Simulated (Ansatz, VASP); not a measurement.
This is a calculation of ZnO (zincite) for VASP 6.6.1.

The input INCAR:

```
SYSTEM = ZnO
PREC = Accurate
ENCUT = 520
EDIFF = 1E-6
ISMEAR = 0
SIGMA = 0.025
LREAL = .False.
LASPH = .True.
NELM = 100
ALGO = Normal
ISIF = 2
LWAVE = .False.
LCHARG = .False.
GGA = PE
NBANDS = 26
```

The input KPOINTS:

```
regular mesh
0
Gamma
  9 9 5
  0 0 0
```

File POSCAR:

```
ZnO
1.0
    3.2493080000      0.0000000000      0.0000000000
   -1.6246540000      2.8139832727      0.0000000000
    0.0000000000      0.0000000000      5.2057090000
Zn O
2 2
Direct
    0.6666666667      0.3333333333      0.0000000000
    0.3333333333      0.6666666667      0.5000000000
    0.3333333333      0.6666666667      0.8790100000
    0.6666666667      0.3333333333      0.3790100000
```

Potentials or basis: VASP PAW PBE potentials, release 64 (Zn, O).

Launch:

```bash
$ cat potpaw_PBE.64/Zn/POTCAR potpaw_PBE.64/O/POTCAR > POTCAR
$ mpirun -np 1 vasp_std > vasp.out
```

Set up the same calculation for Ansatz 0.2.0. Potentials there: Ansatz PAW.

As run (the cutoff follows the program's own potentials):

File input.yaml:

```yaml
crystal:
  lattice:
    - [3.249308, 0.0, 0.0]
    - [-1.624654, 2.8139832727, 0.0]
    - [0.0, 0.0, 5.205709]
  atoms:
    - { symbol: Zn, position: [0.6666666667, 0.3333333333, 0.0] }
    - { symbol: Zn, position: [0.3333333333, 0.6666666667, 0.5] }
    - { symbol: O, position: [0.3333333333, 0.6666666667, 0.87901] }
    - { symbol: O, position: [0.6666666667, 0.3333333333, 0.37901] }
hamiltonian:
  xc: pbe
  pseudopotentials: { kind: paw }
kpoints:
  mp_grid: { grid: [9, 9, 5] }
scf:
  occupations: { method: gaussian, width: 0.025 }
output:
  forces: true
  stress: true
  eigenvalues: true
```

Potentials or basis: Ansatz PAW.

Launch:

```console
$ ansatz run input.yaml --threads 2 --pin off --max-ram 5632MiB --backend cpu --events-out ev --progress --plain --runs-dir out
```

Both were run:

|  | VASP | Ansatz | Ansatz less VASP |
| --- | --- | --- | --- |
| gap on the k mesh at the Fermi level (eV) | 0.79 | 0.80 | +0.015 |
| least direct gap on the mesh (eV) | 0.79 | 0.80 | +0.015 |
| pressure (GPa) | 6.0 | 4.9 | -1.10 |
| largest component of the traceless stress (GPa) | 1.17 | 1.14 | -0.039 |
| rms of the force components (eV/Å) | 0.043 | 0.040 | -0.0024 |

Atom by atom the forces differ by 0.002 eV/Å (rms over components). With one functional, cell and mesh, what is left measures potentials, basis and numerics.

Caveats: odd divisions of the mesh miss points on the zone boundary, where band edges often lie, so the gap on the mesh can be too wide (Ansatz); the pressure holds a Pulay correction of +0.7 GPa for the finite cutoff (Ansatz). Expect the measured gap to be larger: semilocal functionals such as PBE lack the derivative discontinuity.
